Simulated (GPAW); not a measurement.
AgCl (Chlorargyrite):

```
Ag Cl
1.0
     0.00000    2.73500    2.73500
     2.73500    0.00000    2.73500
     2.73500    2.73500    0.00000
Ag Cl
1 1
Direct
  0.00000 0.00000 0.00000
  0.50000 0.50000 0.50000
```

```yaml
Program: GPAW 26.7.0
Task: relaxation of cell and atoms
Functional: PBEsol
Dispersion: D3(BJ)+ATM
Potentials_or_basis: PAW data sets generated in the run's folder for this functional
Cutoff: 600 eV
Basis: pw
k_mesh: 8 × 8 × 8
Occupations: fermi-dirac, width 0.05 eV
Spin: no spin polarisation
```

At the start: pressure -2.5 GPa; volume 20.46 Å³/atom.

**Question.** How do energy, volume and symmetry change on relaxing?

**Answer.** Over 4 steps the energy falls by 6.6 meV/atom and the volume is 19.58 Å³/atom (-4.3 %); space group Fm-3m (No. 225, to 0.05 Å).

The path:
```tsv
step	energy change (eV)	largest force (eV/Å)	pressure (GPa)	volume (Å³)
1	0.0000	0.0000	-2.48	40.92
2	-0.0038	0.0000	-2.14	40.64
3	-0.0131	0.0000	0.18	39.05
4	-0.0132	0.0000	-0.01	39.16
```

Final structure:
```
CELL_PARAMETERS angstrom
0.00000 2.69536 2.69536
2.69536 0.00000 2.69536
2.69536 2.69536 0.00000
ATOMIC_POSITIONS crystal
Ag 0.00000 0.00000 0.00000
Cl 0.50000 0.50000 0.50000
```

Caveat: later steps reuse the first step's grids.
